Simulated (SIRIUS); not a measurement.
# Zn (Im-3m) in SIRIUS: convergence with k mesh

Aim: find how far k mesh must go before the results for Zn settle, at PBE. This setting moves, with any that are tied to it; all else stays.

All numbers are computed with SIRIUS 7.12.0; they aren't measurements. Logs are shortened: lines on timing, memory, paths and dates and some standing lists are left out, and cuts for length are marked. The log counts tension as positive stress, the text compression.

### 1 Starting point

It takes space group Im-3m (No. 229, cubic). The conventional cell has a = 3.138 Å, b = 3.138 Å, c = 3.138 Å, α = 90.00°, β = 90.00°, γ = 90.00°. Zn (site symmetry m-3m) has 8 Zn at 2.72 Å as nearest neighbours.

This isn't the form of Zn at room conditions, which is hcp.

### 2 With k mesh 2 × 2 × 2

File sirius.json:

```json
{
  "control": {
    "processing_unit": "cpu",
    "std_evp_solver_name": "lapack",
    "gen_evp_solver_name": "lapack",
    "verbosity": 2,
    "print_forces": true,
    "ortho_rf": true,
    "use_second_variation": true,
    "rmt_max": 3.0,
    "num_bands_to_print": 16,
    "save_wf": true
  },
  "parameters": {
    "electronic_structure_method": "full_potential_lapwlo",
    "xc_functionals": ["XC_GGA_X_PBE", "XC_GGA_C_PBE"],
    "core_relativity": "dirac",
    "valence_relativity": "iora",
    "num_fv_states": 16,
    "smearing": "fermi_dirac",
    "smearing_width": 0.0018374661,
    "pw_cutoff": 20,
    "gk_cutoff": 3.5,
    "lmax_apw": 10,
    "lmax_rho": 8,
    "lmax_pot": 8,
    "num_mag_dims": 0,
    "auto_rmt": 0,
    "ngridk": [2, 2, 2],
    "shiftk": [0, 0, 0],
    "num_dft_iter": 80,
    "energy_tol": 1e-07,
    "density_tol": 1e-05,
    "use_symmetry": true
  },
  "settings": {"tol_ne": 1e-10},
  "iterative_solver": {"type": "exact"},
  "mixer": {"type": "anderson", "beta": 0.5, "max_history": 8},
  "unit_cell": {
    "lattice_vectors": [
      [-2.9650502094, 2.9650502094, 2.9650502094],
      [2.9650502094, -2.9650502094, 2.9650502094],
      [2.9650502094, 2.9650502094, -2.9650502094]
    ],
    "atom_types": ["Zn"],
    "atom_files": {"Zn": "Zn.json"},
    "atoms": {"Zn": [[0.0, 0.0, 0.0]]}
  }
}
```

File Zn.json:

```json
{
  "name": "zinc",
  "symbol": "Zn",
  "number": 30,
  "mass": 65.38,
  "rmin": 1e-06,
  "rmt": 2.4,
  "nrmt": 800,
  "rinf": 14.28,
  "core": "1s2s2p",
  "valence": [
    {"basis": [{"enu": -0.37, "dme": 0, "n": 0, "auto": 0}, {"enu": -0.37, "dme": 1, "n": 0, "auto": 0}]},
    {"l": 0, "n": 1, "basis": [{"enu": -0.27, "dme": 0, "n": 0, "auto": 0}]},
    {"l": 1, "n": 2, "basis": [{"enu": -0.27, "dme": 0, "n": 0, "auto": 0}]},
    {"l": 2, "n": 3, "basis": [{"enu": -0.2981, "dme": 0, "n": 0, "auto": 0}]},
    {"l": 3, "n": 4, "basis": [{"enu": -0.27, "dme": 0, "n": 0, "auto": 0}]}
  ],
  "lo": [
    {"l": 0, "basis": [{"enu": -0.27, "dme": 0, "n": 0, "auto": 0}, {"enu": -0.27, "dme": 1, "n": 0, "auto": 0}]},
    {
      "l": 0,
      "basis": [{"enu": -4.7569, "dme": 0, "n": 3, "auto": 1}, {"enu": -4.7569, "dme": 1, "n": 3, "auto": 1}]
    },
    {
      "l": 0,
      "basis": [{"enu": -4.7569, "dme": 1, "n": 3, "auto": 1}, {"enu": -0.27, "dme": 0, "n": 0, "auto": 0}]
    },
    {
      "l": 0,
      "basis": [{"enu": -0.27, "dme": 0, "n": 0, "auto": 0}, {"enu": 2.5078, "dme": 0, "n": 0, "auto": 0}]
    },
    {"l": 1, "basis": [{"enu": -0.27, "dme": 0, "n": 0, "auto": 0}, {"enu": -0.27, "dme": 1, "n": 0, "auto": 0}]},
    {
      "l": 1,
      "basis": [{"enu": -3.0979, "dme": 0, "n": 3, "auto": 1}, {"enu": -3.0979, "dme": 1, "n": 3, "auto": 1}]
    },
    {
      "l": 1,
      "basis": [{"enu": -3.0979, "dme": 1, "n": 3, "auto": 1}, {"enu": -0.27, "dme": 0, "n": 0, "auto": 0}]
    },
    {
      "l": 1,
      "basis": [{"enu": -0.27, "dme": 0, "n": 0, "auto": 0}, {"enu": 2.9244, "dme": 0, "n": 0, "auto": 0}]
    },
    {
      "l": 2,
      "basis": [{"enu": -0.2981, "dme": 0, "n": 0, "auto": 0}, {"enu": -0.2981, "dme": 1, "n": 0, "auto": 0}]
    },
    {
      "l": 2,
      "basis": [{"enu": -0.2981, "dme": 1, "n": 0, "auto": 0}, {"enu": -0.2981, "dme": 2, "n": 0, "auto": 0}]
    },
    {
      "l": 2,
      "basis": [{"enu": -0.2981, "dme": 0, "n": 0, "auto": 0}, {"enu": 2.4103, "dme": 0, "n": 0, "auto": 0}]
    },
    {"l": 3, "basis": [{"enu": -0.27, "dme": 0, "n": 0, "auto": 0}, {"enu": -0.27, "dme": 1, "n": 0, "auto": 0}]},
    {
      "l": 3,
      "basis": [{"enu": -0.27, "dme": 0, "n": 0, "auto": 0}, {"enu": 2.7508, "dme": 0, "n": 0, "auto": 0}]
    }
  ],
  "free_atom": [... radial grid and density of the free atom, the start of the SCF ...]
}
```

File sirius_start.json:

```json
{
  "control": {
    "processing_unit": "cpu",
    "std_evp_solver_name": "lapack",
    "gen_evp_solver_name": "lapack",
    "verbosity": 1,
    "print_forces": false,
    "ortho_rf": true,
    "use_second_variation": true,
    "rmt_max": 3.0,
    "num_bands_to_print": 16,
    "save_wf": false
  },
  "parameters": {
    "electronic_structure_method": "full_potential_lapwlo",
    "xc_functionals": ["XC_LDA_X", "XC_LDA_C_PW"],
    "core_relativity": "dirac",
    "valence_relativity": "iora",
    "num_fv_states": 16,
    "smearing": "fermi_dirac",
    "smearing_width": 0.0055123983,
    "pw_cutoff": 20,
    "gk_cutoff": 2.8,
    "lmax_apw": 10,
    "lmax_rho": 8,
    "lmax_pot": 8,
    "num_mag_dims": 0,
    "auto_rmt": 0,
    "ngridk": [1, 1, 1],
    "shiftk": [0, 0, 0],
    "num_dft_iter": 30,
    "energy_tol": 0.01,
    "density_tol": 0.05,
    "use_symmetry": true
  },
  "settings": {"tol_ne": 1e-10},
  "iterative_solver": {"type": "exact"},
  "mixer": {"type": "anderson", "beta": 0.5, "max_history": 8},
  "unit_cell": {
    "lattice_vectors": [
      [-2.9650502094, 2.9650502094, 2.9650502094],
      [2.9650502094, -2.9650502094, 2.9650502094],
      [2.9650502094, 2.9650502094, -2.9650502094]
    ],
    "atom_types": ["Zn"],
    "atom_files": {"Zn": "Zn.json"},
    "atoms": {"Zn": [[0.0, 0.0, 0.0]]}
  }
}
```

Potentials or basis: all-electron FP-LAPW, apw+lo standard.

On the command line:

```bash
$ OMP_NUM_THREADS=1 sirius.scf --input=sirius_start.json --output=start.json
$ OMP_NUM_THREADS=1 sirius.scf --input=sirius.json --output=output.json --task=1
```

It took 15 s on 1 thread of Arm Neoverse V1, shared host; peak memory 0.24 GiB.

Results:

```yaml
Free_energy: -48873.2288 eV
Band_gap_on_the_k_mesh: none (metal or under the smearing width)
All_electrons_inside_the_program's_atomic_spheres: Zn 28.81 (radii Zn 2.4 bohr)
```

### 3 With k mesh 4 × 4 × 4

Changes to sirius.json since step 2:

```diff
@@ -28,3 +28,3 @@
     "auto_rmt": 0,
-    "ngridk": [2, 2, 2],
+    "ngridk": [4, 4, 4],
     "shiftk": [0, 0, 0],
```

File Zn.json:

```json
{
  "name": "zinc",
  "symbol": "Zn",
  "number": 30,
  "mass": 65.38,
  "rmin": 1e-06,
  "rmt": 2.4,
  "nrmt": 800,
  "rinf": 14.28,
  "core": "1s2s2p",
  "valence": [
    {"basis": [{"enu": -0.03, "dme": 0, "n": 0, "auto": 0}, {"enu": -0.03, "dme": 1, "n": 0, "auto": 0}]},
    {"l": 0, "n": 1, "basis": [{"enu": 0.07, "dme": 0, "n": 0, "auto": 0}]},
    {"l": 1, "n": 2, "basis": [{"enu": 0.07, "dme": 0, "n": 0, "auto": 0}]},
    {"l": 2, "n": 3, "basis": [{"enu": 0.042, "dme": 0, "n": 0, "auto": 0}]},
    {"l": 3, "n": 4, "basis": [{"enu": 0.07, "dme": 0, "n": 0, "auto": 0}]}
  ],
  "lo": [
    {"l": 0, "basis": [{"enu": 0.07, "dme": 0, "n": 0, "auto": 0}, {"enu": 0.07, "dme": 1, "n": 0, "auto": 0}]},
    {
      "l": 0,
      "basis": [{"enu": -4.4169, "dme": 0, "n": 3, "auto": 1}, {"enu": -4.4169, "dme": 1, "n": 3, "auto": 1}]
    },
    {
      "l": 0,
      "basis": [{"enu": -4.4169, "dme": 1, "n": 3, "auto": 1}, {"enu": 0.07, "dme": 0, "n": 0, "auto": 0}]
    },
    {"l": 0, "basis": [{"enu": 0.07, "dme": 0, "n": 0, "auto": 0}, {"enu": 2.8478, "dme": 0, "n": 0, "auto": 0}]},
    {"l": 1, "basis": [{"enu": 0.07, "dme": 0, "n": 0, "auto": 0}, {"enu": 0.07, "dme": 1, "n": 0, "auto": 0}]},
    {
      "l": 1,
      "basis": [{"enu": -2.7579, "dme": 0, "n": 3, "auto": 1}, {"enu": -2.7579, "dme": 1, "n": 3, "auto": 1}]
    },
    {
      "l": 1,
      "basis": [{"enu": -2.7579, "dme": 1, "n": 3, "auto": 1}, {"enu": 0.07, "dme": 0, "n": 0, "auto": 0}]
    },
    {"l": 1, "basis": [{"enu": 0.07, "dme": 0, "n": 0, "auto": 0}, {"enu": 3.2644, "dme": 0, "n": 0, "auto": 0}]},
    {"l": 2, "basis": [{"enu": 0.042, "dme": 0, "n": 0, "auto": 0}, {"enu": 0.042, "dme": 1, "n": 0, "auto": 0}]},
    {"l": 2, "basis": [{"enu": 0.042, "dme": 1, "n": 0, "auto": 0}, {"enu": 0.042, "dme": 2, "n": 0, "auto": 0}]},
    {
      "l": 2,
      "basis": [{"enu": 0.042, "dme": 0, "n": 0, "auto": 0}, {"enu": 2.7503, "dme": 0, "n": 0, "auto": 0}]
    },
    {"l": 3, "basis": [{"enu": 0.07, "dme": 0, "n": 0, "auto": 0}, {"enu": 0.07, "dme": 1, "n": 0, "auto": 0}]},
    {"l": 3, "basis": [{"enu": 0.07, "dme": 0, "n": 0, "auto": 0}, {"enu": 3.0908, "dme": 0, "n": 0, "auto": 0}]}
  ],
  "free_atom": [... radial grid and density of the free atom, the start of the SCF ...]
}
```

Changes to sirius_start.json since step 2:

```diff
@@ -28,3 +28,3 @@
     "auto_rmt": 0,
-    "ngridk": [1, 1, 1],
+    "ngridk": [2, 2, 2],
     "shiftk": [0, 0, 0],
```

Potentials or basis: all-electron FP-LAPW, apw+lo standard.

On the command line:

```bash
$ OMP_NUM_THREADS=1 sirius.scf --input=sirius_start.json --output=start.json
$ OMP_NUM_THREADS=1 sirius.scf --input=sirius.json --output=output.json --task=1
```

It took 15 s on 1 thread of Arm Neoverse V1, shared host; peak memory 0.24 GiB.

What came out:

```
Free energy                                       : -48874.6816 eV
Band gap on the k mesh                            : none (metal or under the smearing width)
All electrons inside the program's atomic spheres : Zn 28.89 (radii Zn 2.4 bohr)
```

### 4 With k mesh 5 × 5 × 5

Changes to sirius.json since step 3:

```diff
@@ -28,3 +28,3 @@
     "auto_rmt": 0,
-    "ngridk": [4, 4, 4],
+    "ngridk": [5, 5, 5],
     "shiftk": [0, 0, 0],
```

Zn.json is that of step 3.

sirius_start.json is that of step 3.

On the command line:

```bash
$ OMP_NUM_THREADS=1 sirius.scf --input=sirius_start.json --output=start.json
$ OMP_NUM_THREADS=1 sirius.scf --input=sirius.json --output=output.json --task=1
```

Run time: 16 s. Hardware: 1 thread of Arm Neoverse V1, shared host; peak memory 0.24 GiB.

Results:

- Free energy: -48874.6539 eV
- Band gap on the k mesh: none (metal or under the smearing width)
- All electrons inside the program's atomic spheres: Zn 28.90 (radii Zn 2.4 bohr)

### 5 With k mesh 7 × 7 × 7

Changes to sirius.json since step 4:

```diff
@@ -28,3 +28,3 @@
     "auto_rmt": 0,
-    "ngridk": [5, 5, 5],
+    "ngridk": [7, 7, 7],
     "shiftk": [0, 0, 0],
```

File Zn.json:

```json
{
  "name": "zinc",
  "symbol": "Zn",
  "number": 30,
  "mass": 65.38,
  "rmin": 1e-06,
  "rmt": 2.4,
  "nrmt": 800,
  "rinf": 14.28,
  "core": "1s2s2p",
  "valence": [
    {"basis": [{"enu": 0.05, "dme": 0, "n": 0, "auto": 0}, {"enu": 0.05, "dme": 1, "n": 0, "auto": 0}]},
    {"l": 0, "n": 1, "basis": [{"enu": 0.15, "dme": 0, "n": 0, "auto": 0}]},
    {"l": 1, "n": 2, "basis": [{"enu": 0.15, "dme": 0, "n": 0, "auto": 0}]},
    {"l": 2, "n": 3, "basis": [{"enu": 0.122, "dme": 0, "n": 0, "auto": 0}]},
    {"l": 3, "n": 4, "basis": [{"enu": 0.15, "dme": 0, "n": 0, "auto": 0}]}
  ],
  "lo": [
    {"l": 0, "basis": [{"enu": 0.15, "dme": 0, "n": 0, "auto": 0}, {"enu": 0.15, "dme": 1, "n": 0, "auto": 0}]},
    {
      "l": 0,
      "basis": [{"enu": -4.3369, "dme": 0, "n": 3, "auto": 1}, {"enu": -4.3369, "dme": 1, "n": 3, "auto": 1}]
    },
    {
      "l": 0,
      "basis": [{"enu": -4.3369, "dme": 1, "n": 3, "auto": 1}, {"enu": 0.15, "dme": 0, "n": 0, "auto": 0}]
    },
    {"l": 0, "basis": [{"enu": 0.15, "dme": 0, "n": 0, "auto": 0}, {"enu": 2.9278, "dme": 0, "n": 0, "auto": 0}]},
    {"l": 1, "basis": [{"enu": 0.15, "dme": 0, "n": 0, "auto": 0}, {"enu": 0.15, "dme": 1, "n": 0, "auto": 0}]},
    {
      "l": 1,
      "basis": [{"enu": -2.6779, "dme": 0, "n": 3, "auto": 1}, {"enu": -2.6779, "dme": 1, "n": 3, "auto": 1}]
    },
    {
      "l": 1,
      "basis": [{"enu": -2.6779, "dme": 1, "n": 3, "auto": 1}, {"enu": 0.15, "dme": 0, "n": 0, "auto": 0}]
    },
    {"l": 1, "basis": [{"enu": 0.15, "dme": 0, "n": 0, "auto": 0}, {"enu": 3.3444, "dme": 0, "n": 0, "auto": 0}]},
    {"l": 2, "basis": [{"enu": 0.122, "dme": 0, "n": 0, "auto": 0}, {"enu": 0.122, "dme": 1, "n": 0, "auto": 0}]},
    {"l": 2, "basis": [{"enu": 0.122, "dme": 1, "n": 0, "auto": 0}, {"enu": 0.122, "dme": 2, "n": 0, "auto": 0}]},
    {
      "l": 2,
      "basis": [{"enu": 0.122, "dme": 0, "n": 0, "auto": 0}, {"enu": 2.8303, "dme": 0, "n": 0, "auto": 0}]
    },
    {"l": 3, "basis": [{"enu": 0.15, "dme": 0, "n": 0, "auto": 0}, {"enu": 0.15, "dme": 1, "n": 0, "auto": 0}]},
    {"l": 3, "basis": [{"enu": 0.15, "dme": 0, "n": 0, "auto": 0}, {"enu": 3.1708, "dme": 0, "n": 0, "auto": 0}]}
  ],
  "free_atom": [... radial grid and density of the free atom, the start of the SCF ...]
}
```

Changes to sirius_start.json since step 4:

```diff
@@ -28,3 +28,3 @@
     "auto_rmt": 0,
-    "ngridk": [2, 2, 2],
+    "ngridk": [3, 3, 3],
     "shiftk": [0, 0, 0],
```

On the command line:

```bash
$ OMP_NUM_THREADS=1 sirius.scf --input=sirius_start.json --output=start.json
$ OMP_NUM_THREADS=1 sirius.scf --input=sirius.json --output=output.json --task=1
```

It took 15 s on 1 thread of Arm Neoverse V1, shared host; peak memory 0.25 GiB.

What came out:

| Quantity | Value |
| --- | --- |
| Free energy | -48874.7464 eV |
| Band gap on the k mesh | none (metal or under the smearing width) |
| All electrons inside the program's atomic spheres | Zn 28.90 (radii Zn 2.4 bohr) |

### 6 With k mesh 10 × 10 × 10

Changes to sirius.json since step 5:

```diff
@@ -28,3 +28,3 @@
     "auto_rmt": 0,
-    "ngridk": [7, 7, 7],
+    "ngridk": [10, 10, 10],
     "shiftk": [0, 0, 0],
```

File Zn.json:

```json
{
  "name": "zinc",
  "symbol": "Zn",
  "number": 30,
  "mass": 65.38,
  "rmin": 1e-06,
  "rmt": 2.4,
  "nrmt": 800,
  "rinf": 14.28,
  "core": "1s2s2p",
  "valence": [
    {"basis": [{"enu": 0.02, "dme": 0, "n": 0, "auto": 0}, {"enu": 0.02, "dme": 1, "n": 0, "auto": 0}]},
    {"l": 0, "n": 1, "basis": [{"enu": 0.12, "dme": 0, "n": 0, "auto": 0}]},
    {"l": 1, "n": 2, "basis": [{"enu": 0.12, "dme": 0, "n": 0, "auto": 0}]},
    {"l": 2, "n": 3, "basis": [{"enu": 0.092, "dme": 0, "n": 0, "auto": 0}]},
    {"l": 3, "n": 4, "basis": [{"enu": 0.12, "dme": 0, "n": 0, "auto": 0}]}
  ],
  "lo": [
    {"l": 0, "basis": [{"enu": 0.12, "dme": 0, "n": 0, "auto": 0}, {"enu": 0.12, "dme": 1, "n": 0, "auto": 0}]},
    {
      "l": 0,
      "basis": [{"enu": -4.3669, "dme": 0, "n": 3, "auto": 1}, {"enu": -4.3669, "dme": 1, "n": 3, "auto": 1}]
    },
    {
      "l": 0,
      "basis": [{"enu": -4.3669, "dme": 1, "n": 3, "auto": 1}, {"enu": 0.12, "dme": 0, "n": 0, "auto": 0}]
    },
    {"l": 0, "basis": [{"enu": 0.12, "dme": 0, "n": 0, "auto": 0}, {"enu": 2.8978, "dme": 0, "n": 0, "auto": 0}]},
    {"l": 1, "basis": [{"enu": 0.12, "dme": 0, "n": 0, "auto": 0}, {"enu": 0.12, "dme": 1, "n": 0, "auto": 0}]},
    {
      "l": 1,
      "basis": [{"enu": -2.7079, "dme": 0, "n": 3, "auto": 1}, {"enu": -2.7079, "dme": 1, "n": 3, "auto": 1}]
    },
    {
      "l": 1,
      "basis": [{"enu": -2.7079, "dme": 1, "n": 3, "auto": 1}, {"enu": 0.12, "dme": 0, "n": 0, "auto": 0}]
    },
    {"l": 1, "basis": [{"enu": 0.12, "dme": 0, "n": 0, "auto": 0}, {"enu": 3.3144, "dme": 0, "n": 0, "auto": 0}]},
    {"l": 2, "basis": [{"enu": 0.092, "dme": 0, "n": 0, "auto": 0}, {"enu": 0.092, "dme": 1, "n": 0, "auto": 0}]},
    {"l": 2, "basis": [{"enu": 0.092, "dme": 1, "n": 0, "auto": 0}, {"enu": 0.092, "dme": 2, "n": 0, "auto": 0}]},
    {
      "l": 2,
      "basis": [{"enu": 0.092, "dme": 0, "n": 0, "auto": 0}, {"enu": 2.8003, "dme": 0, "n": 0, "auto": 0}]
    },
    {"l": 3, "basis": [{"enu": 0.12, "dme": 0, "n": 0, "auto": 0}, {"enu": 0.12, "dme": 1, "n": 0, "auto": 0}]},
    {"l": 3, "basis": [{"enu": 0.12, "dme": 0, "n": 0, "auto": 0}, {"enu": 3.1408, "dme": 0, "n": 0, "auto": 0}]}
  ],
  "free_atom": [... radial grid and density of the free atom, the start of the SCF ...]
}
```

Changes to sirius_start.json since step 5:

```diff
@@ -28,3 +28,3 @@
     "auto_rmt": 0,
-    "ngridk": [3, 3, 3],
+    "ngridk": [4, 4, 4],
     "shiftk": [0, 0, 0],
```

Potentials or basis: all-electron FP-LAPW, apw+lo standard.

On the command line:

```bash
$ OMP_NUM_THREADS=1 sirius.scf --input=sirius_start.json --output=start.json
$ OMP_NUM_THREADS=1 sirius.scf --input=sirius.json --output=output.json --task=1
```

Run time: 18 s. Hardware: 1 thread of Arm Neoverse V1, shared host; peak memory 0.27 GiB.

Results:

- Free energy: -48874.7186 eV
- Band gap on the k mesh: none (metal or under the smearing width)
- All electrons inside the program's atomic spheres: Zn 28.90 (radii Zn 2.4 bohr)

(Part 1 of 2 ends here.)
